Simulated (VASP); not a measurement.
Input of a VASP 6.6.1 run:

File POSCAR:

```
NiO
1.0
    0.0000000000      2.0859016414      2.0859016414
    2.0859016414      0.0000000000      2.0859016414
    2.0859016414      2.0859016414      0.0000000000
Ni O
1 1
Direct
    0.0000000000      0.0000000000      0.0000000000
    0.5000000000      0.5000000000      0.5000000000
```

Contents of INCAR.step1:

```
ALGO     = Normal         # electronic algorithm
EDIFF    = 1E-8           # SCF threshold, eV
EDIFFG   = -0.002         # ionic threshold
ENCUT    = 600            # plane-wave cutoff, eV
GGA      = PE             # functional
IBRION   = 2              # ionic algorithm
ISIF     = 3              # what is computed and relaxed
ISMEAR   = -1             # smearing method
ISPIN    = 2              # spin polarisation
LASPH    = T              # aspherical terms in the spheres
LCHARG   = F              # write CHGCAR
LMAXMIX  = 4              # l up to which the mixer works
LORBIT   = 11             # projections on sites
LREAL    = F              # projectors in reciprocal space
LWAVE    = F              # write WAVECAR
MAGMOM   = 1 0            # initial moments
NELM     = 100            # most SCF steps
NSW      = 40             # ionic steps
PREC     = Accurate       # precision mode
SIGMA    = 0.05           # smearing width, eV
```

The input INCAR.step2:

```
ALGO     = Normal         # electronic algorithm
EDIFF    = 1E-8           # SCF threshold, eV
ENCUT    = 600            # plane-wave cutoff, eV
GGA      = PE             # functional
IBRION   = 8              # ionic algorithm
ISIF     = 2              # what is computed and relaxed
ISMEAR   = -1             # smearing method
ISPIN    = 2              # spin polarisation
LASPH    = T              # aspherical terms in the spheres
LCHARG   = F              # write CHGCAR
LMAXMIX  = 4              # l up to which the mixer works
LORBIT   = 11             # projections on sites
LREAL    = F              # projectors in reciprocal space
LWAVE    = F              # write WAVECAR
MAGMOM   = 1 0            # initial moments
NELM     = 100            # most SCF steps
NSW      = 1              # ionic steps
PREC     = Accurate       # precision mode
SIGMA    = 0.05           # smearing width, eV
```

Contents of KPOINTS:

```
k-points
0
Gamma
  8 8 8
```

Potentials or basis: VASP PAW PBE potentials, release 64 (Ni, O).

The run is started by

```sh
$ cat potpaw_PBE.64/Ni/POTCAR potpaw_PBE.64/O/POTCAR > POTCAR
$ cp INCAR.step1 INCAR
$ mpirun -np 1 vasp_std > vasp.out
$ cp CONTCAR POSCAR
$ cp INCAR.step2 INCAR
$ mpirun -np 1 vasp_std > vasp.out
```

(1) Estimate the highest phonon frequency at Γ, LO-TO splitting left out.

(2) Predict the relaxed volume.

Results:

(1) 173 cm⁻¹.

(2) 9.37 Å³/atom.

Caveat: a cell with one magnetic atom can't hold antiferromagnetic order, which such compounds often take.
